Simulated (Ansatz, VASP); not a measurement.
SiGe in VASP and in Ansatz

File INCAR:

```
  PREC = Accurate
  ENCUT = 520
  EDIFF = 1E-6
  ISMEAR = 0
  SIGMA = 0.03
  LREAL = False
  LASPH = True
  NELM = 100
  ALGO = Fast
  ISIF = 2
  LWAVE = False
  LCHARG = False
  NBANDS = 26
```

The input KPOINTS:

```
regular mesh
0
Gamma
  12 12 6
```

POSCAR

```
SiGe
1.0
    3.9044512986      0.0000000000      0.0000000000
   -1.9522256493      3.3813540124      0.0000000000
    0.0000000000      0.0000000000      6.4507830000
Si Ge
2 2
Direct
    0.6666666667      0.3333333333      0.9327394779
    0.3333333333      0.6666666667      0.4327394779
    0.6666666667      0.3333333333      0.5003920000
    0.3333333333      0.6666666667      0.0003920000
```

Input for Ansatz:

```yaml
crystal:
  lattice:
    - [3.9044512986, 0.0, 0.0]
    - [-1.9522256493, 3.3813540124, 0.0]
    - [0.0, 0.0, 6.450783]
  atoms:
    - { symbol: Si, position: [0.6666666667, 0.3333333333, 0.9327394779] }
    - { symbol: Si, position: [0.3333333333, 0.6666666667, 0.4327394779] }
    - { symbol: Ge, position: [0.6666666667, 0.3333333333, 0.500392] }
    - { symbol: Ge, position: [0.3333333333, 0.6666666667, 0.000392] }
basis:
  ecutwfc: 420
kpoints:
  mp_grid: { grid: [12, 12, 6] }
hamiltonian:
  xc: lda
scf:
  occupations: { method: gaussian, width: 0.03 }
output:
  forces: true
  stress: true
  eigenvalues: true
```

Change from the starting cell: all Si atoms moved +0.375 Å, as atom 1 along Cartesian [0 0 1].

Alike in both runs: task single point; functional LDA; k mesh 12 × 12 × 6; occupations gaussian, width 0.03 eV; no spin polarisation.

|  | VASP | Ansatz |
| --- | --- | --- |
| version | VASP 6.6.1 | Ansatz 0.2.0 |
| potentials or method | VASP PAW LDA potentials, release 64 (Si, Ge_d) | scalar-relativistic, plane waves, PAW |
| plane-wave cutoff (eV) | 520 | 420 |
| valence electrons in the cell | 36 | 36 |

VASP gave:

```
gap on the k mesh at the Fermi level (eV)       : none
pressure (GPa)                                  : 0.6
largest component of the traceless stress (GPa) : 7.77
rms of the force components (eV/Å)              : 1.188
```

Q: What did Ansatz give for the same quantities?

A: gap on the k mesh at the Fermi level (eV): none; pressure (GPa): 0.6; largest component of the traceless stress (GPa): 7.68; rms of the force components (eV/Å): 1.187.

Atom by atom the forces differ by 0.001 eV/Å (rms over components). A gap of «none» marks a metal or a gap that the smearing closes.

Caveats: forces of over 1 eV/Å show positions far from the minimum, so gaps and moduli don't describe the material at rest.
